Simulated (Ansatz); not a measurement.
## The polar optical mode of ZnS at 40 GPa, worked through

Computed with Ansatz 0.2.0, DFT PBE, scalar-relativistic, plane waves, PAW. Plane waves to 420 eV; Γ-centred k mesh 10×10×10; fixed occupations. No spin polarisation. Phonons by linear response, acoustic sum rule imposed.

The cell, relaxed at 40 GPa:
```yaml
crystal:
  lattice:
    - [0.00000, 2.46468, 2.46468]
    - [2.46468, 0.00000, 2.46468]
    - [2.46468, 2.46468, 0.00000]
  atoms:
    - { symbol: Zn, position: [0.00000, 0.00000, 0.00000] }
    - { symbol: S, position: [0.75000, 0.75000, 0.75000] }
```

The real crystal has changed phase below this pressure.

Linear response gives ν_TO = 419.6 cm⁻¹, Born charges ±1.591 e (positive on Zn) and ε∞ = 6.171. The primitive cell holds 29.944 Å³, and the masses are 65.380 and 32.060 amu.

**Question.** Find ν_LO and the static dielectric constant.

**Answer.** The long-wave field adds a restoring force: ω_LO² − ω_TO² = Z*²e²/(ε_vac ε∞ μV). In these units ν_LO² − ν_TO² = 4.92064×10⁷ Z*²/(μ V ε∞) cm⁻², with μ = m₁m₂/(m₁ + m₂) = 21.512 amu: 31325 cm⁻². So ν_LO = √(419.6² + 31325) = 455.4 cm⁻¹, and the run gives 455.4. Lyddane–Sachs–Teller then gives ε0 = ε∞ (ν_LO/ν_TO)² = 7.27, against 7.27 in the run (it forms both from the same three quantities, so the match checks the arithmetic only). Between ν_TO and ν_LO the dielectric function is negative and an undamped crystal reflects fully: a reststrahlen band from 22.0 to 23.8 μm.

**Question.** What do the Clausius–Mossotti polarisability and the Szigeti charge come to?

**Answer.** With the Lorentz local field, α = (3V/4π)(ε∞ − 1)/(ε∞ + 2) = 4.52 Å³ for the pair, and e_S = 3Z*/(ε∞ + 2) = 0.58 e. The Born charge includes the electrons' response to the dipole's own local field, and e_S takes that enhancement out. The Lorentz field assumes point-like polarisable ions, a poor picture once ε∞ is this large, since the electron clouds then overlap or are shared, so both numbers are formal here.

**Question.** How strongly does a slow electron couple to the LO mode?

**Answer.** For one isotropic parabolic band, Fröhlich's constant is α_F = (1/ε∞ − 1/ε0) √(m* Ry/ħω_LO), with Ry = 13.606 eV, ħω_LO = 56.5 meV and m* in free-electron masses: α_F = 0.0245 × 15.52 × √m* = 0.38 √m*. The band mass isn't part of this run; for m* = 0.1, 0.3 and 1 it gives 0.12, 0.21, 0.38. In weak coupling the polaron lies α_F ħω_LO below the band edge (12 meV at m* = 0.3) with a mass m*(1 + α_F/6); past α_F of about 5 or 6 that expansion fails. A semilocal functional's ε∞ tends to be too large, which taken alone lowers α_F.

Cost: 1 run of about 1.1 core-minutes, on Intel Xeon Processor @ 2.70GHz (shared hosts).

The polar mode of compressed zincblende ZnS is governed mainly by short-range bond forces. The long-range field lifts it only from 419.6 to 455.4 cm⁻¹, and the lattice adds little to the electronic screening, taking the dielectric constant from 6.171 to 7.27. The Born charge of 1.591 e lies below the formal divalent value. It is a dynamical charge, not a measure of the static charge on each ion.

Zincblende ZnS at ambient pressure is known to have a softer TO mode and a wider LO–TO splitting. Since a smaller cell would by itself widen the splitting, the narrow gap here probably reflects a dynamical charge reduced by compression, though a single volume can't establish that trend. The same small ionic response keeps the Fröhlich coupling weak for ordinary band masses. A real TO frequency at the zone centre doesn't establish dynamical stability, which also depends on modes elsewhere in the zone.
